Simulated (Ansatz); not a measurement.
# PbF2 (Fluorocronite) (Fm-3m) in Ansatz: further runs

The runs below take PbF2 (Fluorocronite) through band structure, with HSE06, PBE0.

Everything below comes from runs of Ansatz 0.2.0. Logs are shortened: lines on timing, memory, paths and dates and some standing lists are left out, and cuts for length are marked.

## Step 1: Starting point

The structure is cubic, space group Fm-3m (No. 225). The conventional cell has a = 5.927 Å, b = 5.927 Å, c = 5.927 Å, α = 90.00°, β = 90.00°, γ = 90.00°. Pb (site symmetry m-3m) has 8 F at 2.57 Å as nearest neighbours. F (site symmetry -43m) has 4 Pb at 2.57 Å as nearest neighbours.

## Step 2: Band structure, HSE06

Contents of input:

```
crystal:
  lattice:
    - [0.0, 2.96366, 2.96366]
    - [2.96366, 0.0, 2.96366]
    - [2.96366, 2.96366, 0.0]
  atoms:
    - { symbol: Pb, position: [0.0, 0.0, 0.0] }
    - { symbol: F, position: [0.75, 0.75, 0.75] }
    - { symbol: F, position: [0.25, 0.25, 0.25] }
hamiltonian:
  xc: hse06
  pseudopotentials: { kind: paw }
kpoints:
  mp_grid: { grid: [6, 6, 6] }
  band_path:
    path:
      - [[0.0, 0.0, 0.0], [0.5, 0.0, 0.5], [0.5, 0.25, 0.75], [0.375, 0.375, 0.75], [0.0, 0.0, 0.0], [0.5, 0.5, 0.5], [0.625, 0.25, 0.625], [0.5, 0.25, 0.75], [0.5, 0.5, 0.5], [0.375, 0.375, 0.75]]
      - [[0.625, 0.25, 0.625], [0.5, 0.0, 0.5]]
    npoints: 4
scf:
  occupations: { method: fermi_dirac, width: 0.05 }
  n_extra_bands: 7
output:
  forces: true
  stress: true
  eigenvalues: true
  fatbands: false
```

Potentials or basis: Ansatz PAW.

What it wrote:

```text
Warning: output.stress: scf.convergence.dr2_threshold = 1e-7 eV (the SCF's general default) is looser than the 3e-10 eV advised for a printed stress (1e-10 eV for each atom of the cell: 3). What an SCF threshold leaves in a stress goes as its square root, and in the free energy as the threshold itself, and one threshold admits the most on a small cell: of the crystals measured, under no hybrid functional and no lock of the moments, on runs that ended without the residual-converged pass, on stresses that held no estimate of that error, the worst erred by over 100 MPa in a component at 1e-7 eV an atom and by under 5 at 1e-10. Set scf.convergence.dr2_threshold to 3e-10 eV or tighter. The threshold is an SCF's pass mark: one that does not reach it within its budget of iterations ends unconverged, or closes short of it on a stop that the run arms, and scf.convergence.dr2_threshold's page says what that costs each kind of run
Warning: output.stress: scf.exx.energy_threshold = 1e-6 eV is looser than the 3e-8 eV advised for a stress under a hybrid functional (1e-8 eV for each atom of the cell: 3). Every SCF of the exchange loop can meet its threshold on dr2 while the loop round them stops early: no threshold on dr2 bounds what that leaves in the stress. Set scf.exx.energy_threshold to 3e-8 eV or tighter. The threshold is the loop's pass mark: a loop that does not reach it within its budget of cycles ends unconverged, and scf.exx.energy_threshold's page has the law
scf.n_extra_bands = 7 over 14 filled bands (N_el = 28.0): the run solves 21 bands
GPUs: using 1 of 1 available (devices: 1).
Engine: ansatz 0.2.0, x86_64-unknown-linux-gnu
Pseudopotentials: kind: paw
Pseudopotential: Pb, paw, valence charge 14, recommended cutoff 420 eV (normal), Pb.paw.azcp
Pseudopotential: F, paw, valence charge 7, recommended cutoff 420 eV (normal), F.paw.azcp
Functional definition: HSE06
  parameter a = 0.25
  parameter omega = 0.11/bohr
  exchange = pbe_x - a*pbe_x_sr(omega) + a*exact_x_sr(omega)
  correlation = pbe_c
device memory: the entry about to start is reckoned to put 0.6 GiB on a device that reports 51.6 GiB free (of which the cap on the GPU budget leaves the run 18.0 GiB)
GPU FFT provider: cuFFT
GPU libraries: cuBLAS 13.8.2, cuFFT 12.4.0, cuSOLVER 12.3.4
Crystal: 3 atoms, lattice volume = 52.061 Å³
Basis set: ecut = 420 eV, 965 PW (Γ), exchange–correlation on 60×60×60 points (8 copies of the dense FFT grid, shifted against one another)
Bands: 21, of which v1, the nominal top of the filled ones, is band 14 counted from 1 (13 counted from 0)
Symmetry: 48 space group operations
Space group: Fm-3m (ITA 225), of the structure as read, at distance tolerance 3.7e-5 Å
k-points: 16 of 216
Non-local potential: Pb, projectors of the file, l = 0: 2, l = 1: 2, l = 2: 2, l = 3: 2
Non-local potential: F, projectors of the file, l = 0: 2, l = 1: 2, l = 2: 1
PAW form: soft (Blöchl's): semilocal exchange-correlation on the pseudo side does not see the compensation charge
PAW frozen core: Pb, regenerated for the run's functional, and the local potential with it (the file was generated under x = pbe(κ = 0.804, μ = 0.2195149727645171), c = pbe(β = 0.06672455060314922))
PAW frozen core: F, regenerated for the run's functional, and the local potential with it (the file was generated under x = pbe(κ = 0.804, μ = 0.2195149727645171), c = pbe(β = 0.06672455060314922))
PAW one-centre angular grid: Pb, 590 points (default); XC on 64 Gauss nodes
PAW one-centre angular grid: F, 110 points (default); XC on 64 Gauss nodes
Initial density: superposition of atomic densities (neutral atoms: chi_scale 0, normalization atom), corrected by the library's trained network
Initial wavefunctions: pseudopotential atomic-orbital guess
GPU buffer pool allocated for 27000 grid points (all kernels)
GPU transforms: local potential and band sums: pruned to the plane-wave sphere, on 30×30×30
Functional: x = pbe(κ = 0.804, μ = 0.2195149727645171), c = pbe(β = 0.06672455060314922), warm-up for x = pbe(κ = 0.804, μ = 0.2195149727645171) + 0.25 (exact − pbe) at short range (hse, ω = 0.20786987370883472 Å⁻¹), c = pbe(β = 0.06672455060314922); HSE06 as pw.x's `hse` composes it (authors' and Libxc's form: `xc: wpbeh`)
SCF iter   1: F=—  HF=-13524.697011 eV  |F-HF|=—  |Δ(HF+E_count)|=         —  Δρ=7.67e-4  dr2=1.98e-4  ethr=1.77e-3  ⟨swp⟩=2.0  Hψ=2377  notcnv=0
preconditioner: auto → none  [insulator: Δε(μ)=4.436 eV  Ē_g=20.478 eV  σ=0.050 eV  W_gap=1.00  n_scr=14 (ndim 8)  ℏωp=27.2 eV  f_vac=0.132  D(μ)=0.00/eV (n_scr^D=0)]
SCF iter   2: F=-13524.697229 eV  HF=-13524.697184 eV  |F-HF|=4.57e-5  |Δ(HF+E_count)|=   1.72e-4  Δρ=4.40e-4  dr2=4.24e-5  ethr=7.06e-7  ⟨swp⟩=4.4  Hψ=888  notcnv=0
SCF 1 stopped early in 2 iterations: F = -13524.697229 eV  dr2 = 4.24e-5
device memory: the entry about to start is reckoned to put 1.2 GiB on a device that reports 51.6 GiB free (of which the cap on the GPU budget leaves the run 18.0 GiB)
GPU FFT provider: cuFFT
GPU libraries: cuBLAS 13.8.2, cuFFT 12.4.0, cuSOLVER 12.3.4
Initial density: handed on by an earlier stage of this run
Initial wavefunctions: those handed on with the density
GPU buffer pool allocated for 27000 grid points (all kernels)
GPU transforms: local potential and band sums: pruned to the plane-wave sphere, on 30×30×30
Functional: x = pbe(κ = 0.804, μ = 0.2195149727645171) + 0.25 (exact − pbe) at short range (hse, ω = 0.20786987370883472 Å⁻¹), c = pbe(β = 0.06672455060314922); HSE06 as pw.x's `hse` composes it (authors' and Libxc's form: `xc: wpbeh`)
Exchange kernel: α = 0.2500, screened, ω = 0.2079 Å⁻¹, Wigner–Seitz truncation, v(0) = 1046.7859 eV·Å³, q-mesh 6×6×6, nearest image of the exchange supercell L = 25.15 Å, pair-density grid 18×18×18, without the augmentation charges, whose exchange is taken in its separable form by FFT convolution over the k-point mesh (sized by the pseudopotential files, 24×24×24 at the most), smooth part of the exact exchange by density-matrix convolution in up to 3.51 GiB of GPU memory as planned if the GPU has room (build and FFT work areas not counted)
Frozen-core exchange: fock
SCF iter   1: F=—  HF=-13527.744843 eV  |F-HF|=—  |Δ(HF+E_count)|=         —  Δρ=1.16e-2  dr2=8.03e-2  ethr=1.51e-6  ⟨swp⟩=6.4  Hψ=1596  notcnv=0
preconditioner: auto → none  [insulator: Δε(μ)=5.851 eV  Ē_g=23.058 eV  σ=0.050 eV  W_gap=1.00  n_scr=14 (ndim 8)  ℏωp=27.2 eV  f_vac=0.131  D(μ)=0.00/eV (n_scr^D=0)]
SCF iter   2: F=—  HF=-13527.723734 eV  |F-HF|=—  |Δ(HF+E_count)|=   2.11e-2  Δρ=8.34e-3  dr2=1.39e-2  ethr=1.51e-6  ⟨swp⟩=5.0  Hψ=1341  notcnv=0
SCF iter   3: F=—  HF=-13527.728433 eV  |F-HF|=—  |Δ(HF+E_count)|=   4.70e-3  Δρ=2.80e-3  dr2=2.69e-3  ethr=1.51e-6  ⟨swp⟩=4.2  Hψ=987  notcnv=0
SCF iter   4: F=—  HF=-13527.727467 eV  |F-HF|=—  |Δ(HF+E_count)|=   9.66e-4  Δρ=1.06e-3  dr2=5.60e-4  ethr=1.51e-6  ⟨swp⟩=3.0  Hψ=665  notcnv=0
iter 5 solved again at ethr=1.20e-8 eV; its pass at ethr=1.37e-6 eV (dr2=3.37e-6 eV) is discarded
SCF iter   5: F=—  HF=-13527.727313 eV  |F-HF|=—  |Δ(HF+E_count)|=   1.54e-4  Δρ=1.66e-4  dr2=1.04e-4  ethr=1.20e-8  ⟨swp⟩=4.2  Hψ=1630  notcnv=0
eigensolver tolerance schedule calibrated: the retry pair's looser diagonalisation under-reported the residual by θ = 0.37 (0.18/decade); ethr = c·dr2/N_el runs at the constant in force after the calibration composes with the one it found (an armed cap, an earlier calibration), c = 3.1e-2
SCF iter   6: F=—  HF=-13527.727973 eV  |F-HF|=—  |Δ(HF+E_count)|=   6.60e-4  Δρ=8.38e-4  dr2=2.44e-4  ethr=5.93e-9  ⟨swp⟩=5.1  Hψ=1235  notcnv=0
SCF iter   7: F=-13527.727897 eV  HF=-13527.727897 eV  |F-HF|=1.88e-7  |Δ(HF+E_count)|=   7.60e-5  Δρ=3.24e-5  dr2=4.05e-6  ethr=5.93e-9  ⟨swp⟩=5.1  Hψ=1054  notcnv=0
SCF 2 stopped early in 7 iterations: F = -13527.727897 eV  dr2 = 4.05e-6
hybrid outer 1: dexx = +9.828e-3 eV, tail = 1.98e-5 eV
GPU FFT provider: cuFFT
GPU libraries: cuBLAS 13.8.2, cuFFT 12.4.0, cuSOLVER 12.3.4
GPU buffer pool allocated for 27000 grid points (all kernels)
GPU transforms: local potential and band sums: pruned to the plane-wave sphere, on 30×30×30
Exchange kernel: α = 0.2500, screened, ω = 0.2079 Å⁻¹, Wigner–Seitz truncation, v(0) = 1046.7859 eV·Å³, q-mesh 6×6×6, nearest image of the exchange supercell L = 25.15 Å, pair-density grid 18×18×18, without the augmentation charges, whose exchange is taken in its separable form by FFT convolution over the k-point mesh (sized by the pseudopotential files, 24×24×24 at the most), smooth part of the exact exchange by density-matrix convolution in up to 3.51 GiB of GPU memory as planned if the GPU has room (build and FFT work areas not counted)
Frozen-core exchange: fock
SCF iter   1: F=—  HF=-13527.727884 eV  |F-HF|=—  |Δ(HF+E_count)|=         —  Δρ=1.11e-4  dr2=5.23e-6  ethr=3.53e-7  ⟨swp⟩=4.1  Hψ=742  notcnv=0
preconditioner: auto → none  [insulator: Δε(μ)=5.764 eV  Ē_g=22.954 eV  σ=0.050 eV  W_gap=1.00  n_scr=14 (ndim 8)  ℏωp=27.2 eV  f_vac=0.138  D(μ)=0.00/eV (n_scr^D=0)]
SCF iter   2: F=—  HF=-13527.727883 eV  |F-HF|=—  |Δ(HF+E_count)|=   1.31e-6  Δρ=2.30e-5  dr2=1.18e-7  ethr=5.45e-9  ⟨swp⟩=4.1  Hψ=844  notcnv=0
SCF iter   3: F=-13527.727883 eV  HF=-13527.727883 eV  |F-HF|=5.47e-9  |Δ(HF+E_count)|=   1.90e-7  Δρ=4.97e-6  dr2=8.12e-9  ethr=9.86e-11  ⟨swp⟩=4.9  Hψ=1125  notcnv=0  defer=2
SCF 3 converged in 3 iterations: F = -13527.727883 eV  dr2 = 8.12e-9
  Residual-converged pass: ⟨swp⟩=2.8  Hψ=581  notcnv=0  max |occ|·‖R‖ = 2.4e-6 eV (tolerance 2.4e-6 eV)  dr2=8.11e-9  dr2_onsite=2.19e-9  max |Δocc| = 0.0e0
hybrid outer 2: dexx = +2.052e-7 eV, tail = 2.67e-8 eV, Δε = 3.06e-3 eV (about 1.39e-4 eV left of the loop's levels)
device memory: the entry about to start is reckoned to put 0.5 GiB on a device that reports 56.0 GiB free (of which the cap on the GPU budget leaves the run 18.0 GiB)
NSCF: frozen V_eff on 42 k-points, pencils in batches of 32, up to order 96
hybrid SCF converged: 2 outer / 10 inner (+2 warm-up), last move |dexx| = 2.05e-7 eV, tail = 2.67e-8 eV
Stability not checked: this state was not tested for a lower state beside it, because the functional holds exact exchange (a hybrid, or Hartree-Fock), whose exchange loop this test does not read (fock_operator; see scf.lower_state_search)
Free energy (F): -13527.727883 eV
Frozen-core exchange: fock
Harris-Foulkes:  -13527.727883 eV  (|F-HF|=5.47e-9)
Internal energy: -13527.727883 eV  (E = F + TS)
E sigma→0 (E₀):  -13527.727883 eV
Fermi energy:    7.012407 eV
--- Per-component energies (eV) ---
  E_band       = -176.987441
  E_kinetic    = 702.175401
  E_local      = -2258.841669  (includes V_loc(G=0)·N_el)
  E_nonlocal   = 494.236425
  E_hartree    = 872.033395
  E_xc         = -304.563378
  E_vxc        = -269.243634  (∫ρ·V_xc dr)
  E_exx        = -84.508824  (= α·E_x^exact, valence–valence)
  E_paw        = -10799.633157  (= ΣΔE_a)
  E_vpaw       = -420.369233  (= ΣTr[D̂ρ^β])
  E_aug_tail   = 0.004102  (compensation charges beyond the density's cutoff)
  E_ewald      = -2148.900692
  E_core_change = 0.270516  (= ΣΔE_core)
  E_smearing   = -0.000000  (= −TS)
  E_closure    = -0.000001  (closes the sum)
  Σ components = -13527.727883   (vs F -13527.727883, Δ=0.00e0)
--- Forces (eV/Å), atoms counted from 1 ---
  atom   1  Pb    -0.00000000     0.00000000     0.00000000
  atom   2  F      0.00000000     0.00000000     0.00000000
  atom   3  F     -0.00000000     0.00000000     0.00000000
  max |Σ_I F_I| component: 6.94e-18 eV/Å
--- Stress (GPa, compression-positive) ---
        0.937328      -0.000000       0.000000
       -0.000000       0.937328      -0.000000
        0.000000       0.000000       0.937328
  P = ⅓ Tr σ = 0.9373 GPa (9.373 kbar)
--- Band table (eV; the first three rows and the last of 16) ---
  k-point 0: bands = ["-19.2225", "-18.5928", "-11.5452", "-11.5452", "-11.5452", "-11.4621", "-11.4621", "-0.3963", "0.9457", "0.9457", "0.9457", "1.4810", "1.4810", "1.4810", "12.2890", "12.2890", "12.2890", "16.0536", "20.7923", "20.7923", "23.3199"]
  k-point 1: bands = ["-19.1702", "-18.6396", "-11.5340", "-11.5340", "-11.4892", "-11.4620", "-11.4620", "-1.0621", "0.7912", "0.8996", "0.8996", "1.4349", "1.4349", "2.3650", "11.4090", "12.5209", "12.5209", "17.5494", "20.1577", "20.1577", "22.2373"]
  k-point 2: bands = ["-19.0441", "-18.7515", "-11.5209", "-11.5209", "-11.4521", "-11.4521", "-11.3812", "-1.8536", "0.5756", "0.8110", "0.8110", "1.3424", "1.3424", "3.5000", "10.5852", "13.0011", "13.0011", "18.7526", "19.5428", "19.5428", "20.6274"]
  k-point 15: bands = ["-18.9136", "-18.8544", "-11.4890", "-11.4518", "-11.4489", "-11.4178", "-11.3455", "-2.7267", "-0.2568", "0.3085", "1.3150", "1.8613", "1.9742", "4.0645", "10.6802", "12.4327", "13.0794", "15.2988", "20.7709", "21.1095", "22.3584"]
```

Run time: 77 s. Hardware: 1 × NVIDIA H100 80GB HBM3 with 2 threads of AMD EPYC 7R13 (Zen 3), shared host; peak memory 2.3 GiB.

Results:

```yaml
Free_energy: -13527.7279 eV
Pressure: 0.9 GPa
Band_gap_on_the_k_mesh: 5.76 eV, indirect (least direct gap 5.86 eV)
Band_gap_along_the_path: 5.73 eV, indirect (least direct gap 5.86 eV)
```

Levels at the corners of the path, in eV from the valence-band top:
| point | band 12 | band 13 | band 14 | band 15 | band 16 | band 17 |
| --- | --- | --- | --- | --- | --- | --- |
| Γ | -2.62 | -2.62 | -2.62 | 8.19 | 8.19 | 8.19 |
| X | -2.18 | -2.18 | -0.13 | 5.73 | 9.40 | 9.40 |
| W | -2.24 | -2.11 | 0.00 | 7.43 | 7.43 | 8.90 |
| K | -2.34 | -2.19 | -0.04 | 6.65 | 8.05 | 9.39 |
| Γ | -2.62 | -2.62 | -2.62 | 8.19 | 8.19 | 8.19 |
| L | -2.80 | -2.80 | -0.13 | 6.27 | 9.15 | 9.15 |
| U | -2.34 | -2.19 | -0.04 | 6.65 | 8.05 | 9.39 |
| W | -2.24 | -2.11 | 0.00 | 7.43 | 7.43 | 8.90 |
| L | -2.80 | -2.80 | -0.13 | 6.27 | 9.15 | 9.15 |
| K | -2.34 | -2.19 | -0.04 | 6.65 | 8.05 | 9.39 |
| U | -2.34 | -2.19 | -0.04 | 6.65 | 8.05 | 9.39 |
| X | -2.18 | -2.18 | -0.13 | 5.73 | 9.40 | 9.40 |

Caveat: spin-orbit coupling is left out, which as a rule narrows the gap of such compounds by several tenths of an eV; the PAW data sets come from PBE, with cores solved anew for the run's functional, which leaves a small shift of forces and pressure; the thresholds are loose for stress.

## Step 3: Band structure, PBE0

Changes to input since step 2:

```diff
@@ -10,3 +10,3 @@
 hamiltonian:
-  xc: hse06
+  xc: pbe0
   pseudopotentials: { kind: paw }
```

Potentials or basis: Ansatz PAW.

It took 70 s on 1 × NVIDIA H100 80GB HBM3 with 2 threads of AMD EPYC 7R13 (Zen 3), shared host; peak memory 2.5 GiB.

Results (log left out):

| Quantity | Value |
| --- | --- |
| Free energy | -13524.9222 eV |
| Pressure | 0.8 GPa |
| Band gap on the k mesh | 6.49 eV, indirect (least direct gap 6.59 eV) |
| Band gap along the path | 6.45 eV, indirect (least direct gap 6.59 eV) |

Levels at the corners of the path, in eV from the valence-band top:
```
point  band 10  band 11  band 12  band 13  band 14  band 15  band 16  band 17  band 18  band 19
    Γ    -3.18    -3.18    -2.65    -2.65    -2.65     8.94     8.94     8.94    12.72    17.44
    X    -4.28    -2.21    -2.21    -2.21    -0.13     6.45    10.16    10.16    10.98    16.56
    W    -3.35    -3.35    -2.28    -2.14     0.00     8.17     8.17     9.66    12.28    16.84
    K    -4.03    -2.71    -2.37    -2.22    -0.04     7.39     8.80    10.15    11.91    17.59
    Γ    -3.18    -3.18    -2.65    -2.65    -2.65     8.94     8.94     8.94    12.72    17.44
    L    -3.37    -3.37    -2.83    -2.83    -0.13     7.01     9.91     9.91    15.37    16.02
    U    -4.03    -2.71    -2.37    -2.22    -0.04     7.39     8.80    10.15    11.91    17.59
    W    -3.35    -3.35    -2.28    -2.14     0.00     8.17     8.17     9.66    12.28    16.84
    L    -3.37    -3.37    -2.83    -2.83    -0.13     7.01     9.91     9.91    15.37    16.02
    K    -4.03    -2.71    -2.37    -2.22    -0.04     7.39     8.80    10.15    11.91    17.59
    U    -4.03    -2.71    -2.37    -2.22    -0.04     7.39     8.80    10.15    11.91    17.59
    X    -4.28    -2.21    -2.21    -2.21    -0.13     6.45    10.16    10.16    10.98    16.56
```

Caveat: spin-orbit coupling is left out, which as a rule narrows the gap of such compounds by several tenths of an eV; the PAW data sets come from PBE, with cores solved anew for the run's functional, which leaves a small shift of forces and pressure; the thresholds are loose for stress.
